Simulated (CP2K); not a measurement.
CsBr:

```xyz
2
Lattice="4.3256 0.0000 0.0000 0.0000 4.3256 0.0000 0.0000 0.0000 4.3256" Properties=species:S:1:pos:R:3 pbc="T T T"
Cs    0.0000    0.0000    0.0000
Br    2.1628    2.1628    2.1628
```

The cell comes from a database or a generator and needn't be the stable form of this composition.

Base run:

| Quantity | Value |
| --- | --- |
| Program | CP2K 2026.2 |
| Functional | PBE |
| Potentials or basis | GTH_POTENTIALS Cs GTH-PADE-q9, Br GTH-PADE-q7; DZVP-MOLOPT-SR-GTH basis |
| Density cutoff | 6123 eV |
| k mesh | 6 × 6 × 6 |
| Occupations | fermi-dirac, width 0.05 eV |
| Spin | no spin polarisation |

Its results: band gap on the k mesh 4.53 eV, indirect (least direct gap 4.55 eV); pressure 0.4 GPa.

The run is repeated on the same cell with these changes: potentials or basis from GTH_POTENTIALS Cs GTH-PADE-q9, Br GTH-PADE-q7; DZVP-MOLOPT-SR-GTH basis to GTH_POTENTIALS Cs GTH-BLYP-q9, Br GTH-BLYP-q7; DZVP-MOLOPT-SR-GTH basis; potentials from Cs GTH-PADE-q9 of GTH_POTENTIALS, Br GTH-PADE-q7 of GTH_POTENTIALS to Cs GTH-BLYP-q9 of GTH_POTENTIALS, Br GTH-BLYP-q7 of GTH_POTENTIALS. What comes out?

Band gap on the k mesh 4.44 eV, indirect (least direct gap 4.45 eV); pressure 0.7 GPa.

Caveats: the potentials were made for another functional, which shifts forces and pressure; spin-orbit coupling is left out, which moves the levels of the heavy elements; the basis of atomic orbitals isn't converged, which shifts pressures, moduli and gaps.
